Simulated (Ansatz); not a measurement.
# Ga: the order of phases at one pressure

Which of bcc, hcp, sc, beta tin, diamond has the lowest enthalpy for Ga at one common pressure? Methods of the runs shown: LAPW. Companion runs by PAW are cited.

Computed with Ansatz 0.2.0 (DFT, PBE, all-electron LAPW, scalar-relativistic, unless a step's input says otherwise).

### 1 The starting structure

Symmetry: Im-3m, No. 229, cubic system. Conventional cell: a = 3.247 Å, b = 3.247 Å, c = 3.247 Å, α = 90.00°, β = 90.00°, γ = 90.00°. Ga (site symmetry m-3m) has 8 Ga at 2.81 Å as nearest neighbours.

As a file:

```xyz
1
Lattice="-1.6237 1.6237 1.6237 1.6237 -1.6237 1.6237 1.6237 1.6237 -1.6237" Properties=species:S:1:pos:R:3 pbc="T T T"
Ga    0.0000    0.0000    0.0000
```

### 2 Bcc relaxed under pressure, LAPW

The input, input.yaml:

```yaml
crystal:
  lattice:
    - [-1.6237386158, 1.6237386158, 1.6237386158]
    - [1.6237386158, -1.6237386158, 1.6237386158]
    - [1.6237386158, 1.6237386158, -1.6237386158]
  atoms:
    - { symbol: Ga, position: [0.0, 0.0, 0.0] }
kpoints:
  mp_grid: { grid: [17, 17, 17] }
scf:
  occupations: { method: fermi_dirac, width: 0.05 }
hamiltonian:
  xc: pbe
  pseudopotentials: { kind: all_electron, lapw: { basis_error: 0.0005 } }
output:
  forces: true
  stress: true
  eigenvalues: true
relax:
  f_tol: 0.005
  max_steps: 12
  cell: { p_target: 7.4, stress_tol: 0.03 }
```

The run is started by

```sh
ansatz run input.yaml --threads 1 --pin off --max-ram 3584MiB --backend cpu --events-out ev --progress --plain --runs-dir out
```

After this run come: Hcp relaxed under pressure, LAPW; Sc relaxed under pressure, LAPW; Beta tin relaxed under pressure, LAPW; Diamond relaxed under pressure, LAPW.

**Question.** What will these runs give? Wanted: pressure; lowest (for each run or level that gives them).

The runs gave:

| quantity | value |
| --- | --- |
| pressure | 7.4 GPa |
| lowest (LAPW) | hcp, 15.0 meV/atom under bcc |
| lowest (PAW) | hcp, 14.9 meV/atom under bcc |

What this shows: By LAPW the order is hcp < bcc < beta tin < sc < diamond. By PAW the order is hcp < bcc < beta tin < sc < diamond. The methods agree on the lowest phase. Only these structures were tried, with electrons smeared by 0.05 eV and without vibrations, so the true ground state may be another. The k meshes differ between phases and weren't tested, which can move differences by some meV.
